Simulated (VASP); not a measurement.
Set up this calculation in VASP 6.6.1, as the native input.

- Task: relaxation of cell and atoms
- Functional: LDA
- Potentials or basis: VASP PAW LDA potentials, release 64 (Al, N)
- Cutoff: 600 eV
- k mesh: 12 × 12 × 6
- Occupations: gaussian, width 0.03 eV
- Spin: no spin polarisation
- Further INCAR settings: ALGO = Normal; EDIFF = 1e-07; IBRION = 2; EDIFFG = -0.005; NSW = 90; ISIF = 3

The structure of AlN lies in POSCAR:

```
AlN                                     
1.0
    3.0908828176      0.0000000000      0.0000000000
   -1.5454414088      2.6767830402      0.0000000000
    0.0000000000      0.0000000000      4.9467950279
  Al              N             
     2     2
Direct
     0.3333333332999970    0.6666666667000030    0.9990489473736224
     0.6666666667000030    0.3333333332999970    0.4990489473736223
     0.3333333332999970    0.6666666667000030    0.3809510526263803
     0.6666666667000030    0.3333333332999970    0.8809510526263802
```

The input as run:

INCAR

```
ALGO = Normal
EDIFF = 1E-7
EDIFFG = -0.005
ENCUT = 600
GGA = CA
IBRION = 2
ISIF = 3
ISMEAR = 0
LASPH = T
LCHARG = F
LREAL = F
LWAVE = F
NELM = 80
NSW = 90
PREC = Accurate
SIGMA = 0.03
```

KPOINTS

```
k-points
0
Gamma
  12 12 6
```

Potentials or basis: VASP PAW LDA potentials, release 64 (Al, N).

The run is started by

```sh
$ cat potpaw_LDA.64/Al/POTCAR potpaw_LDA.64/N/POTCAR > POTCAR
$ mpirun -np 1 vasp_std > vasp.out
```

Results of the run:

| Property | Result |
| --- | --- |
| Relaxed volume | 10.24 Å³/atom |
| Relaxed cell | a = 3.091 Å, b = 3.091 Å, c = 4.948 Å, α = 90.00°, β = 90.00°, γ = 120.00° |
| Space group after relaxing (to 0.05 Å) | P6_3mc (No. 186) |
| Energy gained by relaxing | 0.0 meV/atom |
| Ionic steps | 3 |
| Pressure after relaxing | 0.0 GPa |
| Band gap on the k mesh | 4.40 eV, direct |

Run time: 29 s on 1 thread of Intel(R) Xeon(R) 6975P-C (Granite Rapids) (shared host), peak memory 0.17 GiB.
